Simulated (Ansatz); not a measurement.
CdS (Greenockite):

```xyz
4
Lattice="4.1500 0.0000 0.0000 -2.0750 3.5940 0.0000 0.0000 0.0000 6.7370" Properties=species:S:1:pos:R:3 pbc="T T T"
Cd    2.0750    1.1980    3.3685
Cd    0.0000    2.3960    0.0000
S     2.0750    1.1980    5.8949
S     0.0000    2.3960    2.5264
```

Base run:

```yaml
Program: Ansatz 0.2.0
Functional: LDA
Potentials_or_basis: all-electron LAPW, scalar-relativistic
Cutoff: 227 eV (chosen from the basis error)
Basis_error_allowed: 0.002 eV/atom
k_mesh: 7 × 7 × 4
Occupations: fermi-dirac, width 0.05 eV
Spin: no spin polarisation
```

Its results: band gap on the k mesh 0.91 eV, direct; pressure -3.1 GPa; largest force 0.061 eV/Å.

Problem. The run is repeated on the same cell with these changes: functional from LDA to PBEsol. What comes out?

Solution. Band gap on the k mesh 1.06 eV, direct; pressure -1.0 GPa; largest force 0.065 eV/Å.

PBEsol binds less tightly than LDA, so the same cell stands under more pressure.
